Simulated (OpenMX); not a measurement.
**ZnS under changes of volume**

One of the cells (19.727 Å³/atom); the others are scaled copies at fixed shape and fractional positions:

```
Zn S
1.0
     0.00000    2.70200    2.70200
     2.70200    0.00000    2.70200
     2.70200    2.70200    0.00000
Zn S
1 1
Direct
  0.75000 0.75000 0.75000
  0.00000 0.00000 0.00000
```

- Program: OpenMX 3.8.5
- Functional: LDA
- Potentials or basis: OpenMX 2013 LDA set, Zn6.0H-s3p2d2, S7.0-s2p2d1f1, fixed grid of 42 × 42 × 42 points
- k mesh: 9 × 9 × 9
- Occupations: fermi-dirac, width 0.05 eV
- Spin: no spin polarisation

| volume (Å³/atom) | energy over the lowest point (meV/atom) | gap on the mesh (eV) |
| --- | --- | --- |
| 18.543 | 5.47 | 2.43 |
| 18.938 | ? | ? |
| 19.332 | 0.00 | 2.20 |
| 19.727 | 3.27 | 2.09 |
| 20.121 | 10.41 | 1.99 |
| 20.516 | 20.60 | 1.89 |
| 20.910 | 33.60 | 1.79 |

Problem. What does the run at 18.938 Å³/atom give?

Solution. Energy over the lowest point 0.65 meV/atom; gap on the mesh 2.31 eV.

Worked out: A Birch-Murnaghan fit of order 3 (a polynomial in V^(-2/3)) to the other rows has its minimum at 19.19 Å³/atom with B0 = V·E''(V) = 82 GPa and B' = 4.4. It gives 0.48 meV/atom at 18.938 Å³/atom, against the run's 0.65. A straight line through the other rows of the gap, of slope -5.31 eV per unit of ln V (its deformation potential), gives 2.31 eV, against the run's 2.31.

Energies are extrapolated to zero smearing.

Caveats: the basis of atomic orbitals isn't converged, which shifts pressures, moduli and gaps.
